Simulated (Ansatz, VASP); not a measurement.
**AgCl in VASP and in Ansatz**

File POSCAR:

```
AgCl
1.0
    0.0000000000      2.9932461729      2.9932461729
    2.9932461729      0.0000000000      2.9932461729
    2.9932461729      2.9932461729      0.0000000000
Ag Cl
1 1
Direct
    0.0000000000      0.0000000000      0.0000000000
    0.2500000000      0.2500000000      0.2500000000
```

INCAR.step1

```
PREC = Accurate
ENCUT = 520
ISMEAR = 0
SIGMA = 0.01
LREAL = F
LASPH = T
NELM = 80
NBANDS = 16
GGA = PE
ALGO = Normal
EDIFF = 1E-4
LWAVE = T
LCHARG = F
```

Contents of INCAR.step2:

```
PREC = Accurate
ENCUT = 520
EDIFF = 1E-6
ISMEAR = 0
SIGMA = 0.01
LREAL = F
LASPH = T
NELM = 80
ALGO = Normal
ISIF = 2
LWAVE = F
LCHARG = T
METAGGA = R2SCAN
LMIXTAU = T
LELF = T
LVHAR = T
NBANDS = 16
ISTART = 1
```

Contents of KPOINTS:

```
Automatic mesh
0
Gamma
  6 6 6
```

Input for Ansatz:

```yaml
crystal:
  lattice:
    - [0.0, 2.9932461729, 2.9932461729]
    - [2.9932461729, 0.0, 2.9932461729]
    - [2.9932461729, 2.9932461729, 0.0]
  atoms:
    - { symbol: Ag, position: [0.0, 0.0, 0.0] }
    - { symbol: Cl, position: [0.25, 0.25, 0.25] }
kpoints:
  mp_grid: { grid: [6, 6, 6] }
hamiltonian:
  xc: r2scan
scf:
  occupations: { method: fixed }
output:
  optics:
    e_range: [0, 13]
    de: 0.05
    sigma: 0.1
    bands: { spectra_wanted_up_to: 13 }
```

Alike in both runs: task single point; functional r2SCAN; k mesh 6 × 6 × 6; no spin polarisation.

|  | VASP | Ansatz |
| --- | --- | --- |
| version | VASP 6.6.1 | Ansatz 0.2.0 |
| potentials or method | VASP PAW PBE potentials, release 64 (Ag, Cl) | plane waves, PAW |
| plane-wave cutoff (eV) | 520 | 500 |
| occupations | gaussian, width 0.01 eV | fixed |
| valence electrons in the cell | 18 | 26 |

VASP gave:

| Quantity | Value |
| --- | --- |
| gap on the k mesh at the Fermi level (eV) | 1.60 |

Question: What did Ansatz give for the same quantities?

Answer: gap on the k mesh at the Fermi level (eV): 1.65.

The two sets of potentials don't hold the same shells in valence.

Caveats: the PAW data sets were made with another functional, which shifts forces and pressure a little (VASP). r2SCAN opens gaps a little over a GGA but as a rule still falls short of measured ones.
